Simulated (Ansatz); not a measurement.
## FeGe: how the SCF end depends on the start

FeGe is taken as a test cell of our own (not relaxed), 2 atoms in the cell.

```yaml
crystal:
  lattice:
    - [3.01617, 0.00000, 0.00000]
    - [0.00000, 3.01617, 0.00000]
    - [0.00000, 0.00000, 3.01617]
  atoms:
    - { symbol: Fe, position: [0.13700, 0.29100, 0.41800] }
    - { symbol: Ge, position: [0.60034, 0.74175, 0.87153] }
```

Atoms are numbered from 1 in the order listed.

Method: DFT, r2SCAN, PAW (an earlier, harder data set), plane waves, scalar-relativistic (Ansatz).

| Setting | Value |
| --- | --- |
| Plane-wave cutoff | 1230 eV |
| k-point mesh | 3×3×3 (Γ-centred) |
| Occupations | Gaussian smearing, 0.05 eV |
| Valence electrons | 30 |

Moments by site are taken inside atomic spheres; the rest lies between them.

With one magnetic atom in the cell its copies can only be parallel; orders in a larger cell may lie lower.

The mesh is coarse, so energy differences (and at times their sign) aren't converged.

The default search lets the program follow hints of a lower state (another filling of open shells, a soft direction), where it sees any. With a search on, the program may also reshape the start on open shells. Ends within 0.2 meV/atom and 0.1 μB count as one state.

| start | iterations | final moments of Fe1 (μB) | total (μB) | F − F(lowest) (meV/atom) |
| --- | --- | --- | --- | --- |
| default search for lower states [Fe1 2.00 μB] | 40 | 1.97 | 1.93 | 0.0 |
| default search for lower states [Fe1 4.00 μB] | 33 | 1.96 | 1.93 | 1.1 |

Distinct self-consistent solutions found: 2, from 2 converged runs. The lowest is spin-polarised, site moments Fe1 1.97 μB, total 1.93 μB per cell; it was reached by the start “default search for lower states [Fe1 2.00 μB]”. The search isn't exhaustive: larger magnetic cells and non-collinear orders weren't tried. States within about 5 meV/atom are too close for this mesh, smearing and search to settle their order.
